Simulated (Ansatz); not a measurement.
# Si: the cost of one run

Method: DFT PBE, scalar-relativistic, in Ansatz 0.2.0.

### 1 The structure to begin with

The structure is cubic, space group Fd-3m (No. 227). The conventional cell has a = 5.431 Å, b = 5.431 Å, c = 5.431 Å, α = 90.00°, β = 90.00°, γ = 90.00°. Si (site symmetry -43m) is surrounded by 4 Si at 2.35 Å.

As a file:

```
CELL_PARAMETERS angstrom
0.00000 2.71547 2.71547
2.71547 0.00000 2.71547
2.71547 2.71547 0.00000
ATOMIC_POSITIONS crystal
Si 0.50000 0.50000 0.50000
Si 0.75000 0.75000 0.75000
```

Structure: COD 9011998, as refined from experiment and not relaxed.

Atoms are numbered in the order of the input: Si1, Si2.

### 2 Volume × 0.94, LAPW

input.yaml

```yaml
crystal:
  lattice:
    - [0.0, 2.6600366906, 2.6600366906]
    - [2.6600366906, 0.0, 2.6600366906]
    - [2.6600366906, 2.6600366906, 0.0]
  atoms:
    - { symbol: Si, position: [0.5, 0.5, 0.5] }
    - { symbol: Si, position: [0.75, 0.75, 0.75] }
kpoints:
  mp_grid: { grid: [11, 11, 11] }
  band_path:
    path:
      - [0.0, 0.0, 0.0]
      - [0.5, 0.0, 0.5]
      - [0.625, 0.25, 0.625]
      - [0.375, 0.375, 0.75]
      - [0.0, 0.0, 0.0]
      - [0.5, 0.5, 0.5]
      - [0.5, 0.25, 0.75]
      - [0.5, 0.0, 0.5]
    npoints: 5
scf:
  occupations: { method: fermi_dirac, width: 0.08 }
hamiltonian:
  xc: pbe
  pseudopotentials: { kind: all_electron, lapw: { basis_error: 0.00025 } }
output:
  forces: true
  stress: true
  eigenvalues: true
```

On the command line:

```bash
> ansatz run input.yaml --threads 1 --pin off --max-ram 3072MiB --backend cpu --events-out ev --progress --plain --runs-dir out
```

Q: Estimate wall time and peak memory on 1 thread of Intel Xeon Platinum 8488C (Sapphire Rapids), shared host.

About 6.8 s, with a peak of 0.32 GiB.
